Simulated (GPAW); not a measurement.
# SnO (P4/nmm) in GPAW: reference runs

Aim: a first look at SnO with PBEsol, on the cell as given and on a disturbed one.

Program: GPAW 26.7.0. These are calculated values, not measurements. Logs are shortened: lines on timing, memory, paths and dates and some standing lists are left out, and cuts for length are marked. The log counts tension as positive stress, the text compression.

## (1) Starting point

The structure is tetragonal, space group P4/nmm (No. 129). The conventional cell has a = 3.814 Å, b = 3.814 Å, c = 4.887 Å, α = 90.00°, β = 90.00°, γ = 90.00°. Around Sn (site symmetry 4mm) lie 4 O at 2.23 Å. O (site symmetry -4m2) is surrounded by 4 Sn at 2.23 Å.

The cell is a database's computed one.

## (2) Single point, PBEsol

run.py reads:

```python
from ase import Atoms
from ase.dft.bandgap import bandgap
from ase.io import write
from ase.units import Bohr, GPa
from gpaw import GPAW, PW, setup_paths
from gpaw.elf import elf_from_dft_calculation

setup_paths.insert(0, '.')

atoms = Atoms(['Sn', 'Sn', 'O', 'O'],
              cell=[[3.81369522, 0.0, 0.0],
                    [0.0, 3.81369522, 0.0],
                    [0.0, 0.0, 4.8869133]],
              scaled_positions=[[0.5, 0.0, 0.76462614],
                                [0.0, 0.5, 0.23537386],
                                [0.0, 0.0, 0.0],
                                [0.5, 0.5, 0.0]],
              pbc=True)

calc = GPAW(mode=PW(800),
            xc='PBEsol',
            kpts={'size': (7, 7, 6), 'gamma': True},
            occupations={'name': 'fermi-dirac', 'width': 0.05},
            nbands=33,
            convergence={'density': 1e-05, 'energy': 1e-05},
            maxiter=150,
            txt='gpaw.txt')
atoms.calc = calc
energy = atoms.get_potential_energy()
forces = atoms.get_forces()
stress = atoms.get_stress()
calc.write('gs.gpw')
write('result.traj', atoms)
print(f'Energy: {energy:.6f} eV')
print('Forces (eV/A):')
print(forces.round(4))
print('Stress (GPa):', (stress / GPa).round(3))
print('Fermi level:', round(calc.get_fermi_level(), 4), 'eV')
print(f'Gap: {bandgap(calc)[0]:.4f} eV, direct: {bandgap(calc, direct=True)[0]:.4f} eV')

# fields on the real-space grid
write('density.cube', atoms, data=calc.get_pseudo_density() * Bohr**3)
write('potential.cube', atoms, data=calc.get_electrostatic_potential())
write('elf.cube', atoms, data=elf_from_dft_calculation(calc).data)
```

Potentials or basis: PAW data sets generated in the run's folder for this functional, pw.

Started as:

```bash
gpaw-setup -f PBEsol O Sn
OMP_NUM_THREADS=1 python run.py
```

gpaw.txt:

```text
__  _  _
 | _ |_)|_||  |
 |__||  | ||/\| - 26.7.0

Input parameters:
  mode=PW(ecut=800.0),
  convergence={'density': 1e-05, 'energy': 1e-05},
  kpts=MonkhorstPack(size=(7, 7, 6), gamma=True),
  maxiter=150,
  nbands=33,
  occupations=Occupations(name='fermi-dirac', width=0.05),
  xc=XC(name='PBEsol')

Diagonalizing LCAO Hamiltonian
Converting LCAO to pw mode
   .--------.
  /|        |
 * |        |
 | | Sn     |
 | |        |
 | |        |
 |Sn--------.
 |/    O   /
 O--------*

Atoms  # Å, Bohr magnetons
|   | symbol |        x |        y |        z |    initial magnetic moments |
|---|--------|----------|----------|----------|-----------------------------|
| 0 |     Sn | 1.906848 | 0.000000 | 3.736662 | ( 0.0000,  0.0000,  0.0000) |
| 1 |     Sn | 0.000000 | 1.906848 | 1.150252 | ( 0.0000,  0.0000,  0.0000) |
| 2 |      O | 0.000000 | 0.000000 | 0.000000 | ( 0.0000,  0.0000,  0.0000) |
| 3 |      O | 1.906848 | 1.906848 | 0.000000 | ( 0.0000,  0.0000,  0.0000) |

Unit cell  # Å
| periodic |        x |        y |        z |  lengths |    angles |
|----------|----------|----------|----------|----------|-----------|
|      yes | 3.813695 | 0.000000 | 0.000000 | 3.813695 | 90.000000 |
|      yes | 0.000000 | 3.813695 | 0.000000 | 3.813695 | 90.000000 |
|      yes | 0.000000 | 0.000000 | 4.886913 | 4.886913 | 90.000000 |

Number of symmetries: 8
Symmetry operations  # r_c * U_cc + t_c -> r_c
|   | kind |            matrix            |
|---|------|------------------------------|
| 0 |  E   |  1, 0, 0,  0, 1, 0,  0, 0, 1 |
| 1 |  σ   |  1, 0, 0,  0,-1, 0,  0, 0, 1 |
| 2 |  C2  |  0, 1, 0,  1, 0, 0,  0, 0,-1 |
| 3 |  S4  |  0, 1, 0, -1, 0, 0,  0, 0,-1 |
| 4 |  S4  |  0,-1, 0,  1, 0, 0,  0, 0,-1 |
| 5 |  C2  |  0,-1, 0, -1, 0, 0,  0, 0,-1 |
| 6 |  σ   | -1, 0, 0,  0, 1, 0,  0, 0, 1 |
| 7 |  C2  | -1, 0, 0,  0,-1, 0,  0, 0, 1 |

BZ-sampling:
  Number of BZ points: 294
  Number of IBZ points: 40

  Monkhorst-Pack size: [7, 7, 6]
  Monkhorst-Pack shift: [0.0, 0.0, 0.08333333333333333]

K-points  # in reciprocal-cell coordinates
|     |                                coordinates |     weight |
|-----|--------------------------------------------|------------|
|   0 | (  0.00000000,   0.00000000,   0.00000000) | 0.00340136 |
|   1 | (  0.00000000,   0.00000000,   0.16666667) | 0.00680272 |
|   2 | (  0.00000000,   0.00000000,   0.33333333) | 0.00680272 |
|   3 | (  0.00000000,   0.00000000,   0.50000000) | 0.00340136 |
|   4 | (  0.14285714,   0.00000000,   0.00000000) | 0.01360544 |
|   5 | (  0.14285714,   0.00000000,   0.16666667) | 0.02721088 |
|   6 | (  0.14285714,   0.00000000,   0.33333333) | 0.02721088 |
|   7 | (  0.14285714,   0.00000000,   0.50000000) | 0.01360544 |
|   8 | (  0.14285714,   0.14285714,   0.00000000) | 0.01360544 |
|   9 | (  0.14285714,   0.14285714,   0.16666667) | 0.02721088 |
| ... |                                            |            |
|  39 | (  0.42857143,   0.42857143,   0.50000000) | 0.01360544 |

Plane wave coefficients: 3678
Cutoff: 800.0 eV

Spin-components: 1 (collinear spins)
Bands:           33
Projectors:      22
Spin-degeneracy: 2
Datatype:        complex128

Parallelization:
  kpt:    1
  domain: 1
  band:   1

Density:
  Valence electrons: 40.0
  Components: 1
  Grid points: [25 25 32]
  Charge: 0.0  # |e|

Potential:
  Grid points: [25 25 32]

species:
  Sn:
    name:    Tin
    Z:       50.0
    valence: 14
    core:    36
    charge:  0.0  # [|e|]
    compensation charges:
      type: gauss
      rc: 0.38  # [Å]
      lmax: 2
    cutoffs:
      filter: 2.23  # [Å]
      core: 2.35  # [Å]
    projectors
    | kind |    occ | energy [eV] | rcut [Å] |
    |------|--------|-------------|----------|
    |   5s |  2.000 |     -10.584 |    1.201 |
    |   5p |  2.000 |      -3.711 |    1.270 |
    |   4d | 10.000 |     -25.798 |    1.185 |
    |    s |        |      16.628 |    1.201 |
    |    p |        |      23.501 |    1.270 |
    |    d |        |       1.413 |    1.185 |

    Using partial waves for Sn as LCAO basis

  O:
    name:    Oxygen
    Z:       8.0
    valence: 6
    core:    2
    charge:  0.0  # [|e|]
    compensation charges:
      type: gauss
      rc: 0.21  # [Å]
      lmax: 2
    cutoffs:
      filter: 1.17  # [Å]
      core: 0.83  # [Å]
    projectors
    | kind |    occ | energy [eV] | rcut [Å] |
    |------|--------|-------------|----------|
    |   2s |  2.000 |     -23.808 |    0.688 |
    |   2p |  4.000 |      -8.972 |    0.598 |
    |    s |        |       3.404 |    0.688 |
    |    p |        |      18.239 |    0.598 |
    |    d |        |       0.000 |    0.619 |

    Using partial waves for O as LCAO basis

Reference energy: -339939.740564  # eV

eigensolver:
  PPCG
  Converge bands: occupied
  niter=2

density mixing:
  MSR1-Mixer
  Pratt-step length: 0.05
  Maximum mixing coefficient: 0.75
  Old densities: 10
  SVD Regularization: 0.005
  Good broyden scale: 1.0
  Trust region scale: 1.0
  Backstep threshold: 4.0
  History deletion threshold: 6.0
  Fourier metric: weight=20.0, sigma=0.015

occupation numbers:
  Fermi-Dirac:
    width: 0.0500  # eV

poisson solver:
  ecut: 6400.0  # eV

xc functional:
  name: PBEsol with 2 nearest neighbor stencil

convergence criteria:
- Maximum integral of absolute [dens]ity change: 1e-05 electrons / valence electron
- Maximum [total energy] change in last 3 cyles: 1e-05 eV / valence electron
- Maximum integral of absolute [eigenst]ate change: 4e-08 eV^2 / valence electron
maximum number of iterations: 150

SCF iterations
|iter     | |      energy | eigst |  dens |
|---------|-|-------------|-------|-------|
|iter:   1| |  -28.175747 | +0.13 |       |
|iter:   2| |  -27.208958 | -1.55 | -1.03 |
|iter:   3| |  -25.151864 | -1.05 | -1.09 |
|iter:   4| |  -25.120550 | -2.94 | -1.56 |
|iter:   5| |  -25.113292 | -3.16 | -1.80 |
|iter:   6| |  -25.113506 | -4.34 | -2.60 |
|iter:   7| |  -25.113548c| -5.74 | -3.25 |
|iter:   8| |  -25.113554c| -6.19 | -3.79 |
|iter:   9| |  -25.113551c| -6.71 | -4.08 |
|iter:  10| |  -25.113551c| -8.40c| -4.81 |
|iter:  11| |  -25.113551c| -8.68c| -5.24c|

Converged in 11 steps
Energy contributions relative to reference atoms: (reference = -339939.740564)

Energy contributions:
  Kinetic:          32.065297
  Coulomb:         -31.514634
  Zero:              0.197862
  External:          0.000000
  Xc:              -25.861879
  Entropy:          -0.000393
  Spinorbit:         0.000000
  ----------------------------
  Free energy:     -25.113748
  Extrapolated:    -25.113551

dipole moment: (-23.564100, -23.564100, -27.455784)  # |e|*Ang

Fermi level: 6.662
Eigenvalues  # (at kpt = [0.000, 0.000, 0.000])
| band index |      eig [eV] | occ [0-2] |
|------------|---------------|-----------|
|          0 |       -15.412 |     2.000 |
|        ... |               |           |
|         12 |        -1.208 |     2.000 |
|         13 |        -0.105 |     2.000 |
|         14 |         0.189 |     2.000 |
|         15 |         0.189 |     2.000 |
|         16 |         3.015 |     2.000 |
|         17 |         3.301 |     2.000 |
[... 8 lines left out ...]
|         26 |        13.232 |     0.000 |
|         27 |        13.636 |     0.000 |
|        ... |               |           |
|         32 |        21.959 |     0.000 |

Gap: 0.359 eV
Transition (v -> c):
  (s=0, k=0, n=19, [0.00, 0.00, 0.00]) -> (s=0, k=36, n=20, [0.43, 0.43, 0.00])
Direct/indirect transitions are different
Direct gap: 1.950 eV
Transition at: (s=0, k=1, n=19, [0.00, 0.00, 0.17])

Forces  # eV/Ang
|       x |       y |        z |
|---------|---------|----------|
| 0.00000 | 0.00000 | -0.02192 |  # Sn   0
| 0.00000 | 0.00000 |  0.02192 |  # Sn   1
| 0.00000 | 0.00000 |  0.00000 |  # O    2
| 0.00000 | 0.00000 |  0.00000 |  # O    3

Stress tensor  # eV/Ang^3
|        x |        y |        z |
|----------|----------|----------|
| 0.008164 | 0.000000 | 0.000000 |
| 0.000000 | 0.008164 | 0.000000 |
| 0.000000 | 0.000000 | 0.006903 |

# Writing to gs.gpw (mode='')
```

It took 45 s on 1 thread of Intel Xeon Platinum 8488C (Sapphire Rapids), shared host; peak memory 0.27 GiB.

Results:

| Item | Value |
| --- | --- |
| Free energy | -25.1137 eV |
| Pressure | -1.2 GPa |
| Largest force | 0.022 eV/Å |
| Band gap on the k mesh | 0.36 eV, indirect (least direct gap 1.95 eV) |

Forces on the atoms (eV/Å):
```
Sn   0.000  0.000 -0.022
Sn   0.000  0.000  0.022
O    0.000  0.000  0.000
O    0.000  0.000  0.000
```

Levels at points of the mesh, in eV from the valence-band top:
| k point | band 16 | band 17 | band 18 | band 19 | band 20 | band 21 | band 22 | band 23 | band 24 | band 25 |
| --- | --- | --- | --- | --- | --- | --- | --- | --- | --- | --- |
| (0.00, 0.00, 0.00) | -6.29 | -3.46 | -3.18 | -3.18 | 0.00 | 1.99 | 4.16 | 4.74 | 4.74 | 5.60 |
| (0.00, 0.00, 0.50) | -3.53 | -3.19 | -3.19 | -3.18 | -2.18 | 1.57 | 3.00 | 3.00 | 3.66 | 7.74 |

Caveat: spin-orbit coupling is left out, which moves the levels of the heavy elements; an odd mesh through Γ misses points on the zone boundary, where band edges often lie.

## (3) Single point, PBEsol (atoms moved at random, drawn with an rms of 0.05 Å)

run.py reads:

```python
from ase import Atoms
from ase.dft.bandgap import bandgap
from ase.io import write
from ase.units import GPa
from gpaw import GPAW, PW, setup_paths

setup_paths.insert(0, '.')

atoms = Atoms(['Sn', 'Sn', 'O', 'O'],
              cell=[[3.81369522, 0.0, 0.0],
                    [0.0, 3.81369522, 0.0],
                    [0.0, 0.0, 4.8869133]],
              scaled_positions=[[0.509185, -0.004328, 0.769766],
                                [0.003193, 0.500751, 0.224902],
                                [0.006846, 0.003447, -0.001905],
                                [0.493564, 0.495629, -0.001614]],
              pbc=True)

calc = GPAW(mode=PW(800),
            xc='PBEsol',
            kpts={'size': (7, 7, 6), 'gamma': True},
            occupations={'name': 'fermi-dirac', 'width': 0.05},
            nbands=33,
            convergence={'density': 1e-05, 'energy': 1e-05},
            maxiter=150,
            txt='gpaw.txt')
atoms.calc = calc
energy = atoms.get_potential_energy()
forces = atoms.get_forces()
stress = atoms.get_stress()
calc.write('gs.gpw')
write('result.traj', atoms)
print(f'Energy: {energy:.6f} eV')
print('Forces (eV/A):')
print(forces.round(4))
print('Stress (GPa):', (stress / GPa).round(3))
print('Fermi level:', round(calc.get_fermi_level(), 4), 'eV')
print(f'Gap: {bandgap(calc)[0]:.4f} eV, direct: {bandgap(calc, direct=True)[0]:.4f} eV')
```

Potentials or basis: PAW data sets generated in the run's folder for this functional, pw.

Started as:

```bash
gpaw-setup -f PBEsol O Sn
OMP_NUM_THREADS=1 python run.py
```

Wall time 2.7 min (1 thread of Intel Xeon Platinum 8488C (Sapphire Rapids), shared host); peak memory 0.57 GiB.

It converged, with:

```yaml
Free_energy: -25.0722 eV
Pressure: 1.2 GPa
Largest_force: 0.791 eV/Å
Band_gap_on_the_k_mesh: 0.58 eV, indirect (least direct gap 1.84 eV)
```

Forces on the atoms (eV/Å):
```
Sn  -0.111  0.051 -0.704
Sn  -0.077 -0.009  0.787
O   -0.192 -0.181 -0.027
O    0.379  0.140 -0.056
```

Stress tensor (GPa, compression positive):
```
 0.90  0.04 -0.11
 0.04  0.79 -0.02
-0.11 -0.02  2.02
```

Levels at points of the mesh, in eV from the valence-band top:
```csv
k point,band 18,band 19,band 20,band 21,band 22,band 23
"(0.00, 0.00, 0.00)",-3.39,-3.38,-0.03,1.90,3.96,4.99
"(0.00, 0.00, 0.50)",-3.39,-3.16,-2.07,1.40,3.20,3.21
```

Caveat: spin-orbit coupling is left out, which moves the levels of the heavy elements; an odd mesh through Γ misses points on the zone boundary, where band edges often lie.
